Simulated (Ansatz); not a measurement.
In doubt: masses and optical values from hybrid runs of this build are listed as unsure, which bears on the screening that GW takes from such a start.

Rows from a G0W0 calculation on ZnSe (Stilleite) (Ansatz 0.2.0; G0W0 on HSE06, plane waves, PAW; 6×6×6 mesh, 103 empty bands, screening to 100 eV), in eV. Spin-orbit coupling is left out.

```
row  k  band   start       Σx  Σc at the solution      Vxc
  A  Γ    c1   8.551   -9.175              -3.568  -12.994
  B  Γ    v1   6.135  -20.827               1.870  -18.671
  C  Γ    c2  13.085   -6.743              -4.075  -10.988
```

Give the quasiparticle energies and the shift of each level.

The quasiparticle equation reads E = start + Σx + Σc(E) − Vxc.

```
row  E (eV)  shift (eV)
  A   8.802      +0.251
  B   5.849      −0.286
  C  13.256      +0.171
```

Limits: not at the basis limit; no spin-orbit coupling.

[Paths, hosts, dates, memory and timing lines, banners, echoed tables and standing remarks are left out of the program output.]

[Logs are printed without paths, hosts, clocks, repeated set-up lines and the standing remarks that a program may print on its own settings, such as how far it seeks lower states.]

[Runs of the session that timed out or met a known fault of the program may be left out.]

[Cells called generated may have been cut or substituted from an entry of the Crystallography Open Database or the Materials Project.]

[Hosts, paths, dates, database ids (printed as entryN), source tags and the programs' standing remarks are cut or masked in the printed files.]
